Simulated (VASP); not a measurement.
A run of VASP 6.6.1 is set up as follows.

File INCAR:

```
SYSTEM = NiO
ALGO     = Normal         ! electronic algorithm
EDIFF    = 1E-7           ! SCF threshold, eV
EDIFFG   = -0.002         ! ionic threshold
ENCUT    = 520            ! plane-wave cutoff, eV
GGA      = CA             ! functional
IBRION   = 2              ! ionic algorithm
ISIF     = 3              ! what is computed and relaxed
ISMEAR   = 0              ! smearing method
ISPIN    = 2              ! spin polarisation
LASPH    = .True.         ! aspherical terms in the spheres
LCHARG   = .False.        ! write CHGCAR
LMAXMIX  = 4              ! l up to which the mixer works
LORBIT   = 11             ! projections on sites
LREAL    = .False.        ! projectors in reciprocal space
LWAVE    = .False.        ! write WAVECAR
MAGMOM   = 2 -2 0 0       ! initial moments
NELM     = 150            ! most SCF steps
NSW      = 80             ! ionic steps
PREC     = Accurate       ! precision mode
SIGMA    = 0.02           ! smearing width, eV
```

KPOINTS

```
k-points
0
Gamma
  12 12 12
  0 0 0
```

POSCAR

```
NiO
1.0
    0.0000000000      2.0859016400      2.0859016400
    2.0859016400      0.0000000000      2.0859016400
    4.1718032800      2.0859016400     -2.0859016400
Ni O
2 2
Direct
    0.0000000000      0.0000000000      0.0000000000
    0.5000000000      0.0000000000      0.5000000000
    0.7500000000      0.5000000000      0.2500000000
    1.2500000000      0.5000000000      0.7500000000
```

Potentials or basis: VASP PAW LDA potentials, release 64 (Ni, O).

Launch:

```sh
$ cat potpaw_LDA.64/Ni/POTCAR potpaw_LDA.64/O/POTCAR > POTCAR
$ mpirun -np 1 vasp_std > vasp.out
```

(1) What does it give for the band gap on the k mesh?

(2) Predict the relaxed volume.

(3) Estimate the space group after relaxing (to 0.05 Å).

(4) Predict the relaxed cell.

## Answers

(1) 0.38 eV.

(2) 8.37 Å³/atom.

(3) Fm-3m (No. 225).

(4) a = 2.883 Å, b = 2.883 Å, c = 4.939 Å, α = 73.03°, β = 90.00°, γ = 60.00°.
